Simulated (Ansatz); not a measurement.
ZrO$_{2}$:
```
CELL_PARAMETERS angstrom
      0.00000     2.55794     2.55794
      2.55794     0.00000     2.55794
      2.55794     2.55794     0.00000
ATOMIC_POSITIONS crystal
  Zr 0.00000 0.00000 0.00000
  O  0.25000 0.25000 0.25000
  O  0.75000 0.75000 0.75000
```

This is the PBE-relaxed structure.

Problem. All from plane-wave PAW PBE (Ansatz code), unless another level is named. Give the hole effective mass.

Solution. 0.28, 3.2, 3.2 mₑ (principal values).

Problem. What about the electron effective mass with spin–orbit coupling, band 2 of 2 at the edge?

Solution. 0.51 along [100], 0.62 along [110], 0.80 along [111] (mₑ).

Problem. And the conduction-band minimum?

Solution. at Γ.

Space group Fm-3m (fluorite). This is a known high-temperature phase of the composition, computed here at zero pressure and temperature. The cell was relaxed with PBE under the symmetry of its start; its stability against distortions is not shown here. The run is not spin-polarised. Scalar-relativistic: spin–orbit coupling is off unless named, which matters more the heavier the elements.

Potentials: the later of the program's two PAW sets.

Edges and masses are those of Kohn–Sham bands, whose gap is no quasiparticle gap.
